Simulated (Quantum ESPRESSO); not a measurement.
# HgTe (I-4m2) in Quantum ESPRESSO: settings compared, part 3 of 3

Quantum ESPRESSO 7.5. Earlier steps stand in the parts before.

## 5. Phonons and electron-phonon coupling, PBEsol

pw.in

```
&CONTROL
  calculation = 'scf'
  prefix = 'pwscf'
  outdir = './tmp'
  pseudo_dir = './pseudo'
  tprnfor = .true.
  tstress = .true.
  disk_io = 'low'
/
&SYSTEM
  ibrav = 0
  celldm(1) = 8
  nat = 2
  ntyp = 2
  ecutwfc = 45
  ecutrho = 360
  nbnd = 15
  occupations = 'smearing'
  smearing = 'mp'
  degauss = 0.01999163
/
&ELECTRONS
  conv_thr = 4d-10
  electron_maxstep = 120
  mixing_beta = 0.5
/
ATOMIC_SPECIES
Hg   200.5920 hg_pbesol_v1.uspp.F.UPF
Te   127.6000 te_pbesol_v1.uspp.F.UPF
CELL_PARAMETERS alat
 -0.7194194442923   0.7194194442923   0.3683572270003
  0.7194194442923  -0.7194194442923   0.3683572270003
  0.7194194442923   0.7194194442923  -0.3683572270003
ATOMIC_POSITIONS crystal
Hg     0.7500000000    0.2500000000    0.5000000000
Te     0.0000000000    0.0000000000    0.0000000000
K_POINTS automatic
6 6 6 0 0 0
```

relax.in

```
&CONTROL
  calculation = 'vc-relax'
  prefix = 'pwscf'
  outdir = './tmp'
  pseudo_dir = './pseudo'
  tprnfor = .true.
  tstress = .true.
  disk_io = 'low'
  nstep = 40
  forc_conv_thr = 0.0001
  etot_conv_thr = 1d-06
/
&SYSTEM
  ibrav = 0
  celldm(1) = 8
  nat = 2
  ntyp = 2
  ecutwfc = 45
  ecutrho = 360
  nbnd = 15
  occupations = 'smearing'
  smearing = 'mp'
  degauss = 0.01999163
/
&ELECTRONS
  conv_thr = 4d-10
  electron_maxstep = 120
  mixing_beta = 0.5
/
&IONS
  ion_dynamics = 'bfgs'
/
&CELL
  cell_dynamics = 'bfgs'
  press = 0
  press_conv_thr = 0.2
/
ATOMIC_SPECIES
Hg   200.5920 hg_pbesol_v1.uspp.F.UPF
Te   127.6000 te_pbesol_v1.uspp.F.UPF
CELL_PARAMETERS alat
 -0.7194194442923   0.7194194442923   0.3683572270003
  0.7194194442923  -0.7194194442923   0.3683572270003
  0.7194194442923   0.7194194442923  -0.3683572270003
ATOMIC_POSITIONS crystal
Hg     0.7500000000    0.2500000000    0.5000000000
Te     0.0000000000    0.0000000000    0.0000000000
K_POINTS automatic
6 6 6 0 0 0
```

scf2.in

```
&CONTROL
  calculation = 'scf'
  prefix = 'pwscf'
  outdir = './tmp'
  pseudo_dir = './pseudo'
  tprnfor = .true.
  tstress = .true.
  disk_io = 'low'
/
&SYSTEM
  ibrav = 0
  celldm(1) = 8
  nat = 2
  ntyp = 2
  ecutwfc = 45
  ecutrho = 360
  nbnd = 15
  occupations = 'smearing'
  smearing = 'mp'
  degauss = 0.01999163
/
&ELECTRONS
  conv_thr = 1d-13
  electron_maxstep = 120
  mixing_beta = 0.5
  startingpot = 'file'
  startingwfc = 'file'
/
ATOMIC_SPECIES
Hg   200.5920 hg_pbesol_v1.uspp.F.UPF
Te   127.6000 te_pbesol_v1.uspp.F.UPF
CELL_PARAMETERS alat
 -0.6687858381289   0.6687858381289   0.3997720193799
  0.6687858381289  -0.6687858381289   0.3997720193799
  0.6687858381289   0.6687858381289  -0.3997720193799
ATOMIC_POSITIONS crystal
Hg     0.7500000000    0.2500000000    0.5000000000
Te     0.0000000000    0.0000000000    0.0000000000
K_POINTS automatic
6 6 6 0 0 0
```

dense.in

```
&CONTROL
  calculation = 'scf'
  prefix = 'pwscf'
  outdir = './tmp'
  pseudo_dir = './pseudo'
  tprnfor = .true.
  tstress = .true.
  disk_io = 'low'
/
&SYSTEM
  ibrav = 0
  celldm(1) = 8
  nat = 2
  ntyp = 2
  ecutwfc = 45
  ecutrho = 360
  nbnd = 15
  occupations = 'smearing'
  smearing = 'mp'
  degauss = 0.01999163
  la2F = .true.
/
&ELECTRONS
  conv_thr = 1d-12
  electron_maxstep = 120
  mixing_beta = 0.5
  startingpot = 'file'
/
ATOMIC_SPECIES
Hg   200.5920 hg_pbesol_v1.uspp.F.UPF
Te   127.6000 te_pbesol_v1.uspp.F.UPF
CELL_PARAMETERS alat
 -0.6687858381289   0.6687858381289   0.3997720193799
  0.6687858381289  -0.6687858381289   0.3997720193799
  0.6687858381289   0.6687858381289  -0.3997720193799
ATOMIC_POSITIONS crystal
Hg     0.7500000000    0.2500000000    0.5000000000
Te     0.0000000000    0.0000000000    0.0000000000
K_POINTS automatic
18 18 18 0 0 0
```

scf3.in

```
&CONTROL
  calculation = 'scf'
  prefix = 'pwscf'
  outdir = './tmp'
  pseudo_dir = './pseudo'
  tprnfor = .true.
  tstress = .true.
  disk_io = 'low'
/
&SYSTEM
  ibrav = 0
  celldm(1) = 8
  nat = 2
  ntyp = 2
  ecutwfc = 45
  ecutrho = 360
  nbnd = 15
  occupations = 'smearing'
  smearing = 'mp'
  degauss = 0.01999163
/
&ELECTRONS
  conv_thr = 1d-12
  electron_maxstep = 120
  mixing_beta = 0.5
  startingpot = 'file'
/
ATOMIC_SPECIES
Hg   200.5920 hg_pbesol_v1.uspp.F.UPF
Te   127.6000 te_pbesol_v1.uspp.F.UPF
CELL_PARAMETERS alat
 -0.6687858381289   0.6687858381289   0.3997720193799
  0.6687858381289  -0.6687858381289   0.3997720193799
  0.6687858381289   0.6687858381289  -0.3997720193799
ATOMIC_POSITIONS crystal
Hg     0.7500000000    0.2500000000    0.5000000000
Te     0.0000000000    0.0000000000    0.0000000000
K_POINTS automatic
6 6 6 0 0 0
```

ph.in

```
phonon_bands of HgTe
&INPUTPH
  prefix = 'pwscf'
  outdir = './tmp'
  tr2_ph = 1d-18
  fildyn = 'dyn'
  niter_ph = 90
  alpha_mix(1) = 0.4
  ldisp = .true.
  nq1 = 2
  nq2 = 2
  nq3 = 2
  electron_phonon = 'interpolated'
  el_ph_sigma = 0.005
  el_ph_nsigma = 10
  fildvscf = 'dvscf'
/
```

q2r.in

```
&INPUT
  fildyn = 'dyn'
  zasr = 'crystal'
  flfrc = 'fc'
  la2F = .true.
/
```

matdyn.in

```
&INPUT
  asr = 'crystal'
  flfrc = 'fc'
  flfrq = 'freq'
  q_in_cryst_coord = .true.
  flvec = ' '
/
80
 0.0000000000  0.0000000000  0.0000000000
 0.0000000000  0.0000000000  0.0714285714
 0.0000000000  0.0000000000  0.1428571429
 0.0000000000  0.0000000000  0.2142857143
 0.0000000000  0.0000000000  0.2857142857
 0.0000000000  0.0000000000  0.3571428571
 0.0000000000  0.0000000000  0.4285714286
 0.0000000000  0.0000000000  0.5000000000
-0.0625000000  0.0625000000  0.5000000000
-0.1250000000  0.1250000000  0.5000000000
-0.1875000000  0.1875000000  0.5000000000
-0.2500000000  0.2500000000  0.5000000000
-0.3125000000  0.3125000000  0.5000000000
-0.3750000000  0.3750000000  0.5000000000
-0.4375000000  0.4375000000  0.5000000000
-0.5000000000  0.5000000000  0.5000000000
-0.4545454545  0.4545454545  0.4545454545
-0.4090909091  0.4090909091  0.4090909091
-0.3636363636  0.3636363636  0.3636363636
-0.3181818182  0.3181818182  0.3181818182
-0.2727272727  0.2727272727  0.2727272727
-0.2272727273  0.2272727273  0.2272727273
-0.1818181818  0.1818181818  0.1818181818
-0.1363636364  0.1363636364  0.1363636364
-0.0909090909  0.0909090909  0.0909090909
-0.0454545455  0.0454545455  0.0454545455
 0.0000000000  0.0000000000  0.0000000000
 0.0261022021  0.0261022021 -0.0261022021
 0.0522044042  0.0522044042 -0.0522044042
 0.0783066063  0.0783066063 -0.0783066063
 0.1044088084  0.1044088084 -0.1044088084
 0.1305110105  0.1305110105 -0.1305110105
 0.1566132126  0.1566132126 -0.1566132126
 0.1827154147  0.1827154147 -0.1827154147
 0.2088176168  0.2088176168 -0.2088176168
 0.2349198189  0.2349198189 -0.2349198189
 0.2610220210  0.2610220210 -0.2610220210
 0.2871242231  0.2871242231 -0.2871242231
 0.3132264252  0.3132264252 -0.3132264252
 0.3393286273  0.3393286273 -0.3393286273
 0.3294032243  0.3294032243 -0.2738476687
 0.3194778212  0.3194778212 -0.2083667101
 0.3095524182  0.3095524182 -0.1428857515
 0.2996270152  0.2996270152 -0.0774047929
 0.2897016121  0.2897016121 -0.0119238344
 0.2797762091  0.2797762091  0.0535571242
 0.2698508061  0.2698508061  0.1190380828
 0.2599254030  0.2599254030  0.1845190414
 0.2500000000  0.2500000000  0.2500000000
 0.2083333333  0.2916666667  0.2083333333
 0.1666666667  0.3333333333  0.1666666667
 0.1250000000  0.3750000000  0.1250000000
 0.0833333333  0.4166666667  0.0833333333
 0.0416666667  0.4583333333  0.0416666667
 0.0000000000  0.5000000000  0.0000000000
-0.0484755182  0.5229530532  0.0484755182
-0.0969510364  0.5459061065  0.0969510364
-0.1454265546  0.5688591597  0.1454265546
-0.1939020727  0.5918122130  0.1939020727
-0.2423775909  0.6147652662  0.2423775909
-0.2908531091  0.6377183195  0.2908531091
-0.3393286273  0.6606713727  0.3393286273
-0.3661071894  0.6338928106  0.3661071894
-0.3928857515  0.6071142485  0.3928857515
-0.4196643137  0.5803356863  0.4196643137
-0.4464428758  0.5535571242  0.4464428758
-0.4732214379  0.5267785621  0.4732214379
-0.5000000000  0.5000000000  0.5000000000
 0.0000000000  0.0000000000  0.5000000000
 0.0227272727  0.0227272727  0.4772727273
 0.0454545455  0.0454545455  0.4545454545
 0.0681818182  0.0681818182  0.4318181818
 0.0909090909  0.0909090909  0.4090909091
 0.1136363636  0.1136363636  0.3863636364
 0.1363636364  0.1363636364  0.3636363636
 0.1590909091  0.1590909091  0.3409090909
 0.1818181818  0.1818181818  0.3181818182
 0.2045454545  0.2045454545  0.2954545455
 0.2272727273  0.2272727273  0.2727272727
 0.2500000000  0.2500000000  0.2500000000
```

matdyn_dos.in

```
&INPUT
  asr = 'crystal'
  flfrc = 'fc'
  dos = .true.
  fldos = 'phdos'
  nk1 = 9
  nk2 = 9
  nk3 = 9
  deltaE = 0.5
  flvec = ' '
  flfrq = ' '
/
```

matdyn_a2f.in

```
&INPUT
  asr = 'crystal'
  flfrc = 'fc'
  la2F = .true.
  dos = .true.
  fldos = 'dos2'
  nk1 = 8
  nk2 = 8
  nk3 = 8
  ndos = 60
  el_ph_nsigma = 10
  flfrq = 'dosfreq2'
  flvec = ' '
/
```

matdyn_mesh.in

```
&INPUT
  asr = 'crystal'
  flfrc = 'fc'
  flfrq = 'mesh'
  q_in_cryst_coord = .true.
  flvec = ' '
/
512
 0.06250000  0.06250000  0.06250000
 0.06250000  0.06250000  0.18750000
 0.06250000  0.06250000  0.31250000
[... 509 further points of the even 8 x 8 x 8 mesh, shifted by half a step ...]
```

Potentials or basis: GBRV 1.5 PBEsol.

The run is started by

```
OMP_NUM_THREADS=1 pw.x -in pw.in > pw.out
OMP_NUM_THREADS=1 pw.x -in relax.in > relax.out
OMP_NUM_THREADS=1 pw.x -in scf2.in > scf2.out
OMP_NUM_THREADS=1 pw.x -in dense.in > dense.out
OMP_NUM_THREADS=1 pw.x -in scf3.in > scf3.out
OMP_NUM_THREADS=1 ph.x -in ph.in > ph.out
OMP_NUM_THREADS=1 q2r.x -in q2r.in > q2r.out
OMP_NUM_THREADS=1 matdyn.x -in matdyn.in > matdyn.out
OMP_NUM_THREADS=1 matdyn.x -in matdyn_dos.in > matdyn_dos.out
OMP_NUM_THREADS=1 matdyn.x -in matdyn_a2f.in > matdyn_a2f.out
OMP_NUM_THREADS=1 matdyn.x -in matdyn_mesh.in > matdyn_mesh.out
```

pw.out:

```text
This program is part of the open-source Quantum ESPRESSO suite
     for quantum simulation of materials; please cite
[... 9 lines left out ...]
     --------------------
     sticks:   dense  smooth     PW     G-vecs:    dense   smooth      PW
     Sum        1373     687    251                44989    15953    3411

     Using Slab Decomposition

     bravais-lattice index     =            0
     lattice parameter (alat)  =       8.0000  a.u.
     unit-cell volume          =     390.4483 (a.u.)^3
     number of atoms/cell      =            2
     number of atomic types    =            2
     number of electrons       =        18.00
     number of Kohn-Sham states=           15
     kinetic-energy cutoff     =      45.0000  Ry
     charge density cutoff     =     360.0000  Ry
     scf convergence threshold =      4.0E-10
     mixing beta               =       0.5000
     number of iterations used =            8  plain     mixing
[... 217 lines left out ...]

          k = 0.1158-0.1158 0.4525 (  1990 PWs)   bands (ev):

    -3.2391   1.1356   1.1892   1.3292   1.4533   1.7442   4.2860   5.2811
     6.8564   7.9333  11.4526  12.5981  13.9504  14.6417  16.5112

          k =-0.3475-0.0000-0.6787 (  1988 PWs)   bands (ev):
[... 91 lines left out ...]
    -4.1463   0.5280   1.5561   1.8065   1.8118   1.8118   3.4752   3.4778
     3.4778  10.8451  15.0063  15.8123  15.8123  19.8786  21.4185

     the Fermi energy is     8.0071 ev

!    total energy              =    -133.94713873 Ry
     estimated scf accuracy    <          2.5E-10 Ry
     smearing contrib. (-TS)   =      -0.00123020 Ry
     internal energy E=F+TS    =    -133.94590852 Ry

     The total energy is F=E-TS. E is the sum of the following terms:
     one-electron contribution =     -20.94999303 Ry
     hartree contribution      =      24.37709632 Ry
     xc contribution           =     -52.98974094 Ry
     ewald contribution        =     -84.38327088 Ry

     convergence has been achieved in   9 iterations

     Forces acting on atoms (cartesian axes, Ry/au):

     atom    1 type  1   force =     0.00000000    0.00000000    0.00000000
     atom    2 type  2   force =     0.00000000    0.00000000    0.00000000

     Total force =     0.000000     Total SCF correction =     0.000000

     Computing stress (Cartesian axis) and pressure

          total   stress  (Ry/bohr**3)                   (kbar)     P=      -31.55
  -0.00022475  -0.00000000  -0.00000000          -33.06       -0.00       -0.00
  -0.00000000  -0.00022475  -0.00000000           -0.00      -33.06       -0.00
  -0.00000000  -0.00000000  -0.00019383           -0.00       -0.00      -28.51

=------------------------------------------------------------------------------=
   JOB DONE.
=------------------------------------------------------------------------------=
```

Wall time 38 min (1 thread of Intel Xeon Platinum 8259CL at 2.50GHz (Skylake/Cascade Lake), shared host); peak memory 0.39 GiB.

Results:

```yaml
Free_energy: -1822.5598 eV
Relaxed_volume: 27.13 Å³/atom
Relaxed_cell: a = 4.347 Å, b = 4.347 Å, c = 4.347 Å, α = 98.72°, β = 98.72°, γ = 134.17°
Space_group_after_relaxing_to_0.05_Å: I-4m2 (No. 119)
Pressure_after_relaxing: 0.0 GPa
Band_gap_on_the_k_mesh: none (metal or under the smearing width)
Highest_phonon_frequency: 134 cm⁻¹
```

Step by step:
```
step  energy change (eV)  largest force (eV/Å)  pressure (GPa)  volume (Å³)
   1              0.0000                0.0000           -3.15        57.86
   2             -0.0167                0.0000           -2.58        56.93
   3             -0.0346                0.0000           -1.64        55.62
   4             -0.0477                0.0000           -0.14        53.85
   5             -0.0528                0.0000            0.63        53.01
   6             -0.0589                0.0000            1.40        52.23
   7             -0.0667                0.0000            2.50        51.32
   8             -0.0775                0.0000            2.29        51.51
   9             -0.0925                0.0000            1.58        52.14
  10             -0.1069                0.0000            0.84        52.96
  11             -0.1162                0.0000            0.21        53.95
  12             -0.1167                0.0000            0.01        54.23
  13             -0.1167                0.0000            0.00        54.27
```

Final structure:
```yaml
crystal:
  lattice:
    - [-2.83125, 2.83125, 1.69240]
    - [2.83125, -2.83125, 1.69240]
    - [2.83125, 2.83125, -1.69240]
  atoms:
    - { symbol: Hg, position: [0.75000, 0.25000, 0.50000] }
    - { symbol: Te, position: [0.00000, 0.00000, 0.00000] }
```

Phonon frequencies in cm⁻¹ (negative: imaginary):
```csv
q point,frequencies
"(0.000, 0.000, 0.000)",0 0 0 45 103 103
"(0.000, 0.000, 0.500)",-11 28 75 83 85 91
"(-0.438, 0.438, 0.500)",25 33 35 59 132 133
"(-0.227, 0.227, 0.227)",11 34 41 73 82 120
"(0.052, 0.052, -0.052)",8 8 19 50 104 104
"(0.235, 0.235, -0.235)",26 26 39 92 118 118
"(0.310, 0.310, -0.143)",28 35 44 91 119 120
"(0.208, 0.292, 0.208)",15 55 73 88 93 108
"(-0.097, 0.546, 0.097)",28 34 54 88 106 124
"(-0.393, 0.607, 0.393)",30 32 32 76 131 131
"(0.045, 0.045, 0.455)",-9 33 76 82 87 91
"(0.205, 0.205, 0.295)",13 55 77 85 91 106
```

Phonon frequencies at the corners of the path (cm⁻¹, interpolated; i marks imaginary ones):
```csv
point,frequencies
Γ,0 0 0 45 103 103
X,11i 28 75 83 85 91
M,26 34 34 58 134 134
Z,30 30 34 87 128 128
P,14 56 76 87 90 108
N,27 35 62 79 105 124
Z1,30 30 34 87 128 128
```

Phonon states per cell in windows of 10 cm⁻¹ (negative: imaginary):
```csv
from (cm⁻¹),total,Hg,Te
-20,0.00,0.00,0.00
-10,0.06,0.05,0.01
0,0.11,0.10,0.02
10,0.37,0.33,0.04
20,0.71,0.59,0.12
30,0.70,0.50,0.20
40,0.44,0.30,0.14
50,0.39,0.23,0.15
60,0.35,0.17,0.19
70,0.39,0.09,0.29
80,0.51,0.10,0.41
90,0.48,0.15,0.33
100,0.61,0.18,0.43
110,0.53,0.14,0.39
120,0.34,0.07,0.26
130,0.03,0.01,0.02
```

Caveat: the k mesh is coarse (spacing up to 0.38 Å⁻¹), so the values aren't converged; the mesh is thin for the phonons of a metal; some modes are imaginary; λ from interpolated matrix elements is rough: modes that symmetry makes equal can differ by tens of percent; the q mesh is small, so phonon branches between its points and thermal values are rough.

## 6. The runs side by side

| task | level | potentials or basis | k mesh | smearing | form of the LDA correlation | q mesh | mesh quality | gap on the mesh (eV) | pressure (GPa) |
| --- | --- | --- | --- | --- | --- | --- | --- | --- | --- |
| phonons | PBEsol | GBRV 1.5 PBEsol | 10 × 10 × 10 | cold 0.272 eV | - | - | not flagged | none | 0.0 |
| phonons | PBE | GBRV 1.5 PBE | 10 × 10 × 10 | cold 0.2 eV | - | - | not flagged | none | 0.0 |
| phonons | LDA | GBRV 1.5 LDA | 10 × 10 × 10 | gaussian 0.272 eV | PZ81 | - | not flagged | none | 0.0 |
| phonons and electron-phonon coupling | PBEsol | GBRV 1.5 PBEsol | 6 × 6 × 6 | methfessel-paxton 0.272 eV | - | 2 × 2 × 2 | coarse | none | 0.0 |

Alike in all rows: no spin polarisation; cell relaxed; cutoff (eV) 612.

Caveats: some runs use coarse meshes; some modes are imaginary (some runs); the mesh is thin for the phonons of a metal (some runs); λ from interpolated matrix elements is rough: modes that symmetry makes equal can differ by tens of percent (some runs).

Total energies depend on the potentials used, so only differences within one code and one set of settings carry meaning.
